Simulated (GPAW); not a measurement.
A run of GPAW 26.7.0:

The input run.py:

```python
import numpy as np
from ase import Atoms
from ase.dft.bandgap import bandgap
from ase.io import write
from gpaw import GPAW, PW, setup_paths
from gpaw.response.df import DielectricFunction

setup_paths.insert(0, '.')

atoms = Atoms(['Ge', 'Ge'],
              cell=[[0.0, 2.82891, 2.82891],
                    [2.82891, 0.0, 2.82891],
                    [2.82891, 2.82891, 0.0]],
              scaled_positions=[[0.75, 0.75, 0.75],
                                [0.5, 0.5, 0.5]],
              pbc=True)

calc = GPAW(mode=PW(450),
            xc='PBEsol',
            kpts={'size': (7, 7, 7), 'gamma': True},
            occupations={'name': 'fermi-dirac', 'width': 0.001},
            nbands=11,
            convergence={'density': 1e-06},
            maxiter=150,
            txt='gpaw.txt')
atoms.calc = calc
energy = atoms.get_potential_energy()
calc.write('gs.gpw')
write('result.traj', atoms)
print(f'Energy: {energy:.6f} eV')
print('Fermi level:', round(calc.get_fermi_level(), 4), 'eV')
print(f'Gap: {bandgap(calc)[0]:.4f} eV, direct: {bandgap(calc, direct=True)[0]:.4f} eV')

for size in [(21, 21, 21)]:
    name = 'x'.join(str(n) for n in size)
    dense = calc.fixed_density(kpts={'size': size, 'gamma': True},
                               nbands=30, convergence={'bands': 24, 'eigenstates': 1e-7},
                               update_fermi_level=True, txt=f'dense-{name}.txt')
    dense.write(f'{name}.gpw', mode='all')
    df = DielectricFunction(f'{name}.gpw', frequencies=np.array([0.0]), hilbert=False, eta=0.001,
                            ecut=80, nbands=24, intraband=False, txt=f'df-{name}.txt')
    for xc in ['RPA']:
        for direction in ['x', 'y', 'z', [0, 1, 1], [1, 0, 1], [1, 1, 0]]:
            e0, e = df.get_macroscopic_dielectric_constant(xc=xc, direction=direction)
            print(f'{name} {xc} {direction}: {e0:.4f} without, {e:.4f} with local fields')
```

Potentials or basis: PAW data sets generated in the run's folder for this functional, pw.

Command:

```console
$ gpaw-setup -f PBEsol Ge
$ OMP_NUM_THREADS=1 python run.py
```

Hardware: 1 thread of Arm Neoverse V1, with other jobs on the host.

**Question.** Estimate the wall time of this run.

**Answer.** Run time: 110 s on 1 thread of Arm Neoverse V1, on a shared host, peak memory 0.4 GiB. Counts: scf iterations 18, plane waves 998, bands 11, k points 20.
